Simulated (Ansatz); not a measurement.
Input and command of a plane-wave DFT calculation in Ansatz:

```yaml
crystal:
  lattice:
    - [4.7212714757, 0.0, 0.0]
    - [0.0, 4.7242464866, 0.0]
    - [0.0, 0.0, 3.1900194031]
  atoms:
    - { symbol: Sn, position: [0.5044843108, 0.4955009382, 0.5] }
    - { symbol: Sn, position: [0.0, 0.0, 0.0] }
    - { symbol: O, position: [0.3055669669, 0.3065721211, 0.0] }
    - { symbol: O, position: [0.8055669669, 0.1934278789, 0.5] }
    - { symbol: O, position: [0.1944330331, 0.8065721211, 0.5] }
    - { symbol: O, position: [0.6944330331, 0.6934278789, 0.0] }
basis:
  ecutwfc: 420
kpoints:
  mp_grid: { grid: [6, 6, 8] }
hamiltonian:
  xc: lda
scf:
  occupations: { method: gaussian, width: 0.05 }
output:
  forces: true
  stress: true
  eigenvalues: true
```

```bash
ansatz run input.yaml --threads 1 --pin off --max-ram 2560MiB --backend cpu --events-out ev --progress --plain --runs-dir out
```

Processor: Intel(R) Xeon(R) Processor @ 2.50GHz (Skylake/Cascade Lake), 1 thread, on a host shared with other jobs.

How long does it run, and how much memory does it take?

About 37 s on 1 thread of Intel(R) Xeon(R) Processor @ 2.50GHz (Skylake/Cascade Lake), with other jobs on the host, peak memory 0.44 GiB. It solves 32 bands at 100 k points (the mesh reduced by the symmetry that the task leaves, which can be less than the crystal's) with about 1411 plane waves, in 8 SCF iterations.
